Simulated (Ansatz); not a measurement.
**Elastic constants of Cu at 18 GPa (stress–strain coefficients): input and output**

The calculation used DFT PBE, scalar-relativistic, plane waves, PAW in Ansatz.

Launched with:
```bash
ansatz run input.yaml --threads 1 --pin off --max-ram 3072MiB --backend cpu --events-out ev --progress --plain --runs-dir out
```

Input (bare energies are in eV):
```yaml
crystal:
  lattice:
    - [2.480489258, 0.0, 0.0]
    - [-1.240244629, 2.1481667113, 0.0]
    - [0.0, 0.0, 4.0665702659]
  atoms:
    - { symbol: Cu, position: [0.3333333333, 0.6666666667, 0.25] }
    - { symbol: Cu, position: [0.6666666667, 0.3333333333, 0.75] }
basis:
  ecutwfc: 420
kpoints:
  mp_grid: { grid: [18, 18, 10] }
hamiltonian:
  xc: pbe
scf:
  occupations: { method: fermi_dirac, width: 0.15 }
output:
  forces: true
  stress: true
  eigenvalues: true
elastic:
  mode: relaxed_ion
  amplitude: 0.005
```

From the output:
```
--- Elastic constants: 3 strain directions × 4 members + reference (group order 24) ---
  dense FFT box of the reference and of every strained cell: 18×18×30
  strains applied: 11, 33, 23; error gains: componentwise 1.00 (the most a stress slope's error grows in a printed constant), spectral 1.41 (1 for all six strains in a standard setting)
  C = ∂σ_k/∂η_j (tension-positive GPa; Voigt order 11 22 33 23 13 12):
       325.938    204.947    143.524     -0.000     -0.000      0.000
       204.947    325.938    143.524      0.000      0.000     -0.000
       143.556    143.556    383.663     -0.000     -0.000      0.000
         0.000     -0.000      0.000     56.182      0.000     -0.000
         0.000     -0.000      0.000     -0.000     56.182      0.000
         0.000     -0.000      0.000      0.000      0.000     60.496
  reference stress σ⁰ (GPa):    -18.000    -18.000    -18.000      0.000      0.000      0.000
  C* (energy form; C + prestress term) asymmetry max|C*_kj − C*_jk| = 3.155e-2 GPa — a small one proves nothing (zero by symmetry where the batch's group is 432, −43m or m−3m); a large one is finite-difference/SCF noise where every solve ...
  moduli (Voigt/Reuss/Hill, GPa): K = 224.40/224.40/224.40   G = 70.81/64.98/67.89   E = 185.02   ν = 0.363
  mechanically stable: yes (min eigenvalue of sym C = 56.18 GPa)
  harmonic check of the ions' relaxations: strain 23: 1 pair too noisy to judge
  the stresses are not corrected for the forces that the relaxations left standing (`elastic.f_tol`)
  strain η (Voigt 11):  stress-route row diagonal C_11 = 325.94 GPa, energy-path curvature d²(F+E_count+ΔE)/dδ²/Ω₀ = 325.65 GPa
    cells at ±δ against ±2δ: C11 326.13 and 326.69 GPa, apart by 0.17 % of the column's largest entry
         δ    σ_11 (GPa) F (eV) n_scf n_hpsi n_pw
    -1.000e-2     -21.4273      -13250.2128165       9  200416    434   relax 5 steps, max|allowed force component| 6.82e-8 eV/Å
    -5.000e-3     -19.6705      -13250.2267075       9  200545    434   relax 3 steps, max|allowed force component| 3.57e-6 eV/Å
     5.000e-3     -16.4092      -13250.2510696       9  201212    440   relax 3 steps, max|allowed force component| 4.17e-6 eV/Å
     1.000e-2     -14.8934      -13250.2616503       9  201535    442   relax 3 steps, max|allowed force component| 1.78e-6 eV/Å
  strain η (Voigt 33):  stress-route row diagonal C_33 = 383.66 GPa, energy-path curvature d²(F+E_count+ΔE)/dδ²/Ω₀ = 383.56 GPa
    cells at ±δ against ±2δ: C33 383.74 and 383.95 GPa, apart by 0.06 % of the column's largest entry
         δ    σ_33 (GPa) F (eV) n_scf n_hpsi n_pw
    -1.000e-2     -21.9795      -13250.2124410       8   95206    430   relax 0 steps, max|allowed force component| 6.94e-18 eV/Å
    -5.000e-3     -19.9531      -13250.2266113       6   89739    438   relax 0 steps, max|allowed force component| 1.04e-17 eV/Å
     5.000e-3     -16.1157      -13250.2509711       5   80716    438   relax 0 steps, max|allowed force component| 1.27e-17 eV/Å
     1.000e-2     -14.3004      -13250.2612545       7   79913    438   relax 0 steps, max|allowed force component| 1.45e-17 eV/Å
  strain η (Voigt 23):  stress-route row diagonal C_44 = 56.18 GPa, energy-path curvature d²(F+E_count+ΔE)/dδ²/Ω₀ = 64.96 GPa
    cells at ±δ against ±2δ: C44 56.18 and 56.19 GPa, apart by 0.01 % of the column's largest entry
         δ    σ_23 (GPa) F (eV) n_scf n_hpsi n_pw
    -1.000e-2      -0.5619      -13250.2390007       9  318844    435   relax 3 steps, max|allowed force component| 3.28e-5 eV/Å
    -5.000e-3      -0.2809      -13250.2393299       9  318645    436   relax 2 steps, max|allowed force component| 4.10e-5 eV/Å
     5.000e-3       0.2809      -13250.2393299       9  318644    436   relax 3 steps, max|allowed force component| 1.39e-6 eV/Å
     1.000e-2       0.5619      -13250.2390007       9  318850    435   relax 3 steps, max|allowed force component| 3.29e-5 eV/Å
```

Time: 7.4 min on 1 thread of AMD EPYC 7R43 64-Core Processor (Zen 3) (shared host), peak memory 0.69 GiB.

In a metal, frequencies and elastic constants depend on the k mesh and the smearing, soft modes and shear constants most. Other phases may be more stable at this pressure.

This form isn't the element's structure at ambient conditions.